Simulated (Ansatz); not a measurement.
The calculation used DFT PBE, scalar-relativistic, plane waves, PAW (Ansatz 0.2.0). All cells share a 420 eV cutoff and Γ-centred k meshes spaced at most about 0.3 Å⁻¹ (about 0.25 or finer for metals, 2π included). No spin polarisation.

Each guess is relaxed in cell and atoms at zero pressure, on a coarse mesh first where it starts far from rest and then on a converged one. The steps can't lower the symmetry of the start, but it can rise. Energies are static (0 K, no zero-point motion).

Two unrelaxed guesses for In4Sb:

A.

```
CELL_PARAMETERS angstrom
4.08286 -4.25876 0.00000
4.08286 4.25876 0.00000
0.00000 0.00000 3.84880
ATOMIC_POSITIONS crystal
In 0.17417 0.17417 0.50000
In 0.82583 0.82583 0.50000
In 0.00000 0.50000 0.00000
In 0.50000 0.00000 0.00000
Sb 0.50000 0.50000 0.00000
```

B.

```
CELL_PARAMETERS angstrom
-3.46320 3.46320 3.46320
3.46320 -3.46320 3.46320
3.46320 3.46320 -3.46320
ATOMIC_POSITIONS crystal
In 0.34960 0.34960 0.34960
In 0.65040 0.00000 0.00000
In 0.00000 0.00000 0.65040
In 0.00000 0.65040 0.00000
Sb 0.00000 0.00000 0.00000
```

Problem. Do they relax into the same structure? If not, which is lower?

Solution. No. A ends lower, by 189 meV/atom. A: Cmmm at 26.8 Å³/atom → Cmmm at 30.5 Å³/atom; B: I-43m at 33.2 Å³/atom → Im-3m at 35.6 Å³/atom. Counting In atoms around Sb (those within 1.25 times the shortest such distance or 1.15 times the sum of covalent radii; the shortest distance is added where it is long for a bond), the end of A has Sb 8 from 3.4 Å and the end of B has Sb 8. End of A. Conventional cell: a = 8.880 Å, b = 10.456 Å, c = 3.282 Å. In on a site of symmetry 2mm has 7 In at 3.01–3.28 Å and 2 Sb at 3.36 Å; In on a site of symmetry 2/m has 6 In at 3.17–3.28 Å and 2 Sb at 3.43 Å; Sb is surrounded by 2 Sb at 3.28 Å and 8 In at 3.36–3.43 Å. End of B. Conventional cell: a = 7.090 Å. In has 2 Sb at 3.07 Å and 6 In at 3.55 Å; Sb is surrounded by 8 In at 3.07 Å.

Ends held by symmetry can be saddle points. Even the lowest of the cells shown lies +0.09 eV/atom against the elements. Spin–orbit coupling, which can matter for Sb, is left out. Some candidate types were left out of the draw beforehand, so a known form may be missing.
